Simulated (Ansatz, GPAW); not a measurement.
**C: programs and potentials compared**

```
C
1.0
     0.00000    1.78337    1.78337
     1.78337    0.00000    1.78337
     1.78337    1.78337    0.00000
C
2
Direct
  0.75000 0.75000 0.75000
  0.50000 0.50000 0.50000
```

Alike in all runs: task equation of state; functional LDA; k mesh 13 × 13 × 13; occupations gaussian, width 0.05 eV; no spin polarisation; no spin-orbit coupling. LDA stands for any of its common fits.

| program and potentials | plane-wave cutoff (eV) | notes | equilibrium volume (Å³/atom) | bulk modulus (GPa) |
| --- | --- | --- | --- | --- |
| Ansatz, Ansatz PAW | 420 | potentials made for PBE, which Ansatz adapts in part | 5.51 | 466.8 |
| GPAW, the program's PAW data sets (release 1.2.1) made for this functional | 800 | - | 5.51 | 467.7 |
| Ansatz, all-electron LAPW, scalar-relativistic | - | - | 5.51 | 467.6 |

All agree on the equilibrium volume. The bulk modulus spans 466.8 (Ansatz, Ansatz PAW) to 467.7 GPa (GPAW, the program's PAW data sets (release 1.2.1) made for this functional), with all-electron results at 467.6.

Differences between rows come from potentials, basis sets and numerical settings, since the functional is the same but for its coding. Runs on potential files found faulty are left out.

The three runs describe essentially the same diamond equation of state: the volume is 5.51 Å³/atom throughout, and the bulk moduli differ far too little to matter physically. Such agreement is plausible for carbon, whose 1s shell is compact, deep in energy and almost inert under modest compression, so a PAw treatment can follow the all-electron result closely. The slightly lower 466.8 GPa may reflect the potentials' PBE origin or the lower cutoff, which these rows cannot separate.

The great stiffness itself comes from short, directional sp³ bonds in a fully connected network. With no p shell in the core, the carbon 2p orbitals are compact and overlap strongly, and compression meets a steep rise in kinetic energy and Pauli repulsion. LDA is known to overbind diamond, giving a somewhat small volume and a somewhat high bulk modulus relative to experiment. Agreement with the all-electron run therefore supports the potentials, not the functional, and says little about their transfer to sp² carbon or to strongly compressed phases.
